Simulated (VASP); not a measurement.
# MoS2 (Fm-3m) in VASP: notebook, part 2 of 2

VASP 6.6.1. Earlier steps stand in the parts before.

## 3. Single point, PBE+U, collinear spin, ferromagnetic start

The input, INCAR:

```
  ALGO = Normal
  EDIFF = 1E-7
  ENCUT = 520
  GGA = PE
  ISIF = 2
  ISMEAR = 0
  ISPIN = 2
  LASPH = True
  LCHARG = False
  LDAU = True
  LDAUJ = 0 0
  LDAUL = 2 -1
  LDAUPRINT = 1
  LDAUTYPE = 2
  LDAUU = 2 0
  LMAXMIX = 4
  LORBIT = 11
  LREAL = False
  LWAVE = False
  MAGMOM = 1 0 0
  NELM = 100
  PREC = Accurate
  SIGMA = 0.05
```

The input, KPOINTS:

```
k-points
0
Gamma
  6 6 6
```

The input, POSCAR:

```
MoS2
1.0
    0.0000000000      2.9959514200      2.9959514200
    2.9959514200      0.0000000000      2.9959514200
    2.9959514200      2.9959514200      0.0000000000
Mo S
1 2
Direct
    0.0000000000      0.0000000000      0.0000000000
    0.2500000000      0.2500000000      0.2500000000
    0.7500000000      0.7500000000      0.7500000000
```

Potentials or basis: VASP PAW PBE potentials, release 64 (Mo_sv, S).

Command:

```console
cat potpaw_PBE.64/Mo_sv/POTCAR potpaw_PBE.64/S/POTCAR > POTCAR
mpirun -np 1 vasp_std > vasp.out
```

Run time: 20 s. Hardware: 1 thread of Intel Xeon 6975P-C (Granite Rapids), shared host; peak memory 0.21 GiB.

The run converged. Its results:

| Item | Value |
| --- | --- |
| Free energy | -17.9745 eV |
| Pressure | 0.6 GPa |
| Band gap on the k mesh | none (metal or under the smearing width) |
| Net moment | 1.94 μB per cell |
| Site moments | Mo +1.89; S -0.09 μB |
| Valence electrons inside the program's atomic spheres | Mo 12.08; S 3.71 |

Levels at points of the mesh, in eV from the Fermi level:
Spin up:
```csv
k point,band 12,band 13,band 14,band 15,band 16,band 17
"(0.00, 0.00, 0.00)",-1.17,-1.17,-1.17,2.73,2.73,2.73
"(0.50, 0.00, 0.00)",-3.48,-2.55,-2.55,0.13,2.33,2.33
"(0.50, 0.50, 0.00)",-2.59,-2.44,0.17,0.23,2.32,2.32
```
Spin down:
```tsv
k point	band 10	band 11	band 12	band 13	band 14	band 15
(0.00, 0.00, 0.00)	-1.23	-1.23	-1.23	-0.20	-0.20	3.55
(0.50, 0.00, 0.00)	-3.58	-3.47	-3.47	0.09	0.09	1.15
(0.50, 0.50, 0.00)	-2.73	-2.73	-0.25	0.12	0.98	1.27
```

Eigenvalues of the final occupation matrices:
```csv
site,spin,trace,eigenvalues
site 1 d,1,2.78,0.39 0.39 0.39 0.80 0.80
site 1 d,2,0.95,0.06 0.06 0.28 0.28 0.28
```

The state reached can hang on the start; a lower one may exist.

## 4. Single point, PBE+U, collinear spin, antiferromagnetic start

This run uses another cell than the first one: it holds 6 atoms, not 3.

The input, INCAR:

```
ALGO = Normal
EDIFF = 1E-7
ENCUT = 520
GGA = PE
ISIF = 2
ISMEAR = 0
ISPIN = 2
LASPH = True
LCHARG = True
LDAU = True
LDAUJ = 0 0
LDAUL = 2 -1
LDAUPRINT = 1
LDAUTYPE = 2
LDAUU = 2 0
LELF = True
LMAXMIX = 4
LORBIT = 11
LREAL = False
LVHAR = True
LWAVE = False
MAGMOM = 1 -1 0 0 0 0
NELM = 80
PREC = Accurate
SIGMA = 0.05
```

KPOINTS is that of step 3.

The input, POSCAR:

```
MoS2
1.0
    2.9959514200      2.9959514200      5.9919028400
    2.9959514200     -2.9959514200      0.0000000000
    2.9959514200      2.9959514200      0.0000000000
Mo S
2 4
Direct
    0.0000000000      0.0000000000      0.0000000000
    0.5000000000      0.5000000000      0.0000000000
    0.2500000000      0.0000000000      0.2500000000
    0.7500000000      0.5000000000      0.2500000000
    0.7500000000      0.0000000000      0.7500000000
    0.2500000000      0.5000000000      0.7500000000
```

Potentials or basis: VASP PAW PBE potentials, release 64 (Mo_sv, S).

Command:

```console
cat potpaw_PBE.64/Mo_sv/POTCAR potpaw_PBE.64/S/POTCAR > POTCAR
mpirun -np 1 vasp_std > vasp.out
```

OUTCAR:

```text
EDIFF = 1E-7
   ENCUT = 520
   GGA = PE
   ISIF = 2
   ISMEAR = 0
   ISPIN = 2
   LASPH = True
   LORBIT = 11
   LREAL = False
   NELM = 80
   PREC = Accurate

 ion  position               nearest neighbor table
   1  0.000  0.000  0.000-   5 2.59   4 2.59   6 2.59   3 2.59   4 2.59   6 2.59   3 2.59   5 2.59

   2  0.500  0.500  0.000-   6 2.59   3 2.59   5 2.59   4 2.59   3 2.59   5 2.59   6 2.59   4 2.59

   3  0.250  0.000  0.250-   1 2.59   2 2.59   2 2.59   1 2.59
   4  0.750  0.500  0.250-   2 2.59   1 2.59   1 2.59   2 2.59
   5  0.750  0.000  0.750-   2 2.59   1 2.59   2 2.59   1 2.59
   6  0.250  0.500  0.750-   1 2.59   2 2.59   1 2.59   2 2.59

  LATTYP: Found a simple tetragonal cell.
 ALAT       =     4.2369151304
 C/A-ratio  =     1.4142135624
[... 1969 lines left out ...]
      0.00000      0.00000      0.00000         0.000000     -0.000000      0.000000
      2.99595      0.00000      2.99595        -0.000000     -0.000000      0.000000
      1.49798      1.49798      1.49798         0.000000     -0.000000      0.000000
      4.49393      1.49798      4.49393         0.000000     -0.000000      0.000000
      4.49393      4.49393      4.49393        -0.000000      0.000000      0.000000
      4.49393      1.49798      1.49798        -0.000000      0.000000     -0.000000
 -----------------------------------------------------------------------------------
    total drift:                                0.000000      0.000000      0.000000

  FREE ENERGIE OF THE ION-ELECTRON SYSTEM (eV)
  ---------------------------------------------------
  free  energy   TOTEN  =       -35.8525813472 eV

  energy  without entropy=      -35.8497617398  energy(sigma->0) =      -35.85117154

 total charge

# of ion       s       p       d       tot
------------------------------------------
    1        2.247   6.144   3.704  12.094
    2        2.247   6.144   3.704  12.094
    3        1.357   2.342   0.000   3.699
    4        1.357   2.342   0.000   3.699
    5        1.357   2.342   0.000   3.699
    6        1.357   2.342   0.000   3.699
--------------------------------------------------
tot          9.922  21.654   7.407  38.983

 magnetization (x)

# of ion       s       p       d       tot
------------------------------------------
    1        0.016   0.013   1.723   1.752
    2       -0.016  -0.013  -1.723  -1.752
    3        0.000   0.000   0.000   0.000
    4        0.000   0.000   0.000   0.000
    5        0.000   0.000   0.000   0.000
    6        0.000   0.000   0.000   0.000
--------------------------------------------------
tot          0.000   0.000   0.000   0.000
```

OSZICAR:

```text
N       E                     dE             d eps       ncg     rms          rms(c)
DAV:   1     0.431581688297E+03    0.43158E+03   -0.27958E+04  5408   0.159E+03
DAV:   2    -0.925878549335E+01   -0.44084E+03   -0.43215E+03  5917   0.398E+02
DAV:   3    -0.375553757508E+02   -0.28297E+02   -0.27683E+02  6818   0.816E+01
DAV:   4    -0.383283061729E+02   -0.77293E+00   -0.76607E+00  6163   0.125E+01
[... 10 lines left out ...]
DAV:  15    -0.358525785316E+02   -0.87684E-05   -0.79541E-06  6022   0.128E-02    0.901E-03
DAV:  16    -0.358525803995E+02   -0.18678E-05   -0.17111E-06  5945   0.555E-03    0.310E-03
DAV:  17    -0.358525812420E+02   -0.84251E-06   -0.10322E-06  4978   0.432E-03    0.101E-03
DAV:  18    -0.358525813432E+02   -0.10121E-06   -0.15781E-07  4728   0.180E-03    0.544E-04
DAV:  19    -0.358525813472E+02   -0.39681E-08   -0.17655E-08  3628   0.595E-04
   1 F= -.35852581E+02 E0= -.35851172E+02  d E =-.281961E-02  mag=    -0.0000
```

stdout:

```text
POSCAR found type information on POSCAR MoS
 POSCAR found :  2 types and       6 ions
 scaLAPACK will be used
 LDA part: xc-table for (Slater+PW92), standard interpolation
 POSCAR, INCAR and KPOINTS ok, starting setup
 FFT: planning ... GRIDC
 FFT: planning ... GRID_SOFT
 FFT: planning ... GRID
 WAVECAR not read
 entering main loop
```

It took 3.2 min on 1 thread of Intel Xeon 6975P-C (Granite Rapids), shared host; peak memory 0.39 GiB.

The run converged, but a check on its numbers failed (symmetry, net force, bounds or a known fault of this set-up), so they aren't taken as properties of the crystal.

Caveat: the result breaks the symmetry of the cell.

## 5. Single point, PBE+U, collinear spin, ferrimagnetic start

This run uses another cell than the first one: it holds 6 atoms, not 3.

The input, INCAR:

```
SYSTEM = MoS2
ALGO = Fast ; EDIFF = 1E-6
ENCUT = 520 ; GGA = PE
ISIF = 2 ; ISMEAR = 0
ISPIN = 2 ; LASPH = .TRUE.
LCHARG = .FALSE. ; LDAU = .TRUE.
LDAUJ = 0 0 ; LDAUL = 2 -1
LDAUPRINT = 1 ; LDAUTYPE = 2
LDAUU = 2 0 ; LMAXMIX = 4
LORBIT = 11 ; LREAL = .FALSE.
LWAVE = .FALSE. ; MAGMOM = 1 -0.5 0 0 0 0
NBANDS = 39 ; NELM = 60
PREC = Accurate ; SIGMA = 0.05
```

The input, KPOINTS:

```
k-points
0
G
  6 6 6
  0 0 0
```

The input, POSCAR:

```
MoS2
1.0
    0.0000000000      2.9959514200      2.9959514200
    2.9959514200      0.0000000000      2.9959514200
    5.9919028400      5.9919028400      0.0000000000
Mo S
2 4
Direct
    0.0000000000      0.0000000000      0.0000000000
    0.0000000000      0.0000000000      0.5000000000
    0.2500000000      0.2500000000      0.1250000000
    0.2500000000      0.2500000000      0.6250000000
    0.7500000000      0.7500000000      0.3750000000
    0.7500000000      0.7500000000      0.8750000000
```

Command:

```console
cat potpaw_PBE.64/Mo_sv/POTCAR potpaw_PBE.64/S/POTCAR > POTCAR
mpirun -np 1 vasp_std > vasp.out
```

Wall time 2.6 min (1 thread of Intel Xeon 6975P-C (Granite Rapids), shared host); peak memory 0.4 GiB.

The run converged, but a check on its numbers failed (symmetry, net force, bounds or a known fault of this set-up), so they aren't taken as properties of the crystal.

Caveat: the result breaks the symmetry of the cell.

## 6. Single point, PBE+U, collinear spin, random start

The input, INCAR:

```
ALGO = Normal
EDIFF = 1E-7
ENCUT = 520
GGA = PE
ISIF = 2
ISMEAR = 0
ISPIN = 2
LASPH = True
LCHARG = False
LDAU = True
LDAUJ = 0 0
LDAUL = 2 -1
LDAUPRINT = 1
LDAUTYPE = 2
LDAUU = 2 0
LMAXMIX = 4
LORBIT = 11
LREAL = False
LWAVE = False
MAGMOM = 0.79 0 0
NBANDS = 24
NELM = 60
PREC = Accurate
SIGMA = 0.05
```

The input, KPOINTS:

```
k-points
0
Gamma
  6 6 6
```

The input, POSCAR:

```
MoS2
1.0
    0.0000000000      2.9959514200      2.9959514200
    2.9959514200      0.0000000000      2.9959514200
    2.9959514200      2.9959514200      0.0000000000
Mo S
1 2
Direct
    0.0000000000      0.0000000000      0.0000000000
    0.2500000000      0.2500000000      0.2500000000
    0.7500000000      0.7500000000      0.7500000000
```

Potentials or basis: VASP PAW PBE potentials, release 64 (Mo_sv, S).

Command:

```console
cat potpaw_PBE.64/Mo_sv/POTCAR potpaw_PBE.64/S/POTCAR > POTCAR
mpirun -np 1 vasp_std > vasp.out
```

Run time: 20 s. Hardware: 1 thread of Intel Xeon 6975P-C (Granite Rapids), shared host; peak memory 0.21 GiB.

It converged, with:

```yaml
Free_energy: -17.9745 eV
Pressure: 0.6 GPa
Band_gap_on_the_k_mesh: none (metal or under the smearing width)
Net_moment: 1.94 μB per cell
Site_moments: Mo +1.89; S -0.09 μB
Valence_electrons_inside_the_program's_atomic_spheres: Mo 12.08; S 3.71
```

Levels at points of the mesh, in eV from the Fermi level:
Spin up:
```
           k point  band 11  band 12  band 13  band 14  band 15  band 16  band 17  band 18
(0.00, 0.00, 0.00)    -3.11    -1.17    -1.17    -1.17     2.73     2.73     2.73     4.15
(0.50, 0.00, 0.00)    -3.48    -3.48    -2.55    -2.55     0.13     2.33     2.33     6.16
(0.50, 0.50, 0.00)    -3.36    -2.59    -2.44     0.17     0.23     2.32     2.32     4.18
```
Spin down:
```csv
k point,band 10,band 11,band 12,band 13,band 14,band 15
"(0.00, 0.00, 0.00)",-1.23,-1.23,-1.23,-0.20,-0.20,3.55
"(0.50, 0.00, 0.00)",-3.58,-3.47,-3.47,0.09,0.09,1.15
"(0.50, 0.50, 0.00)",-2.73,-2.73,-0.25,0.12,0.98,1.28
```

Eigenvalues of the final occupation matrices:
```
    site  spin  trace               eigenvalues
site 1 d     1   2.78  0.39 0.39 0.39 0.80 0.80
site 1 d     2   0.95  0.06 0.06 0.28 0.28 0.28
```

The state reached can hang on the start; a lower one may exist.

## 7. The runs side by side

| level | spin | U | fixed moment (μB) | gap on the mesh (eV) | pressure (GPa) | moment (μB) |
| --- | --- | --- | --- | --- | --- | --- |
| PBEsol+U | collinear, ferromagnetic start | Mo d U = 5 eV | 1 | - | -3.9 | 1.00 |
| PBE+U | collinear, ferromagnetic start | Mo d U = 2 eV | - | none | 0.6 | 1.94 |
| PBE+U | collinear, random start | Mo d U = 2 eV | - | none | 0.6 | 1.94 |

Alike in all rows: task single point; potentials or basis VASP PAW PBE potentials, release 64 (Mo_sv, S); cell as given; k mesh 6 × 6 × 6; cutoff (eV) 520; smearing gaussian 0.05 eV.

The pressure there spans -3.9 GPa (PBEsol+U) to 0.6 GPa (PBE+U); a positive pressure means that this level wants a larger cell, a negative one a smaller.

Caveats: the PAW data sets were made with another functional, which shifts forces and pressure a little (some runs); the total moment is fixed, so each spin has its own Fermi level (some runs).

Absolute energies hang on the potentials; compare differences alone.
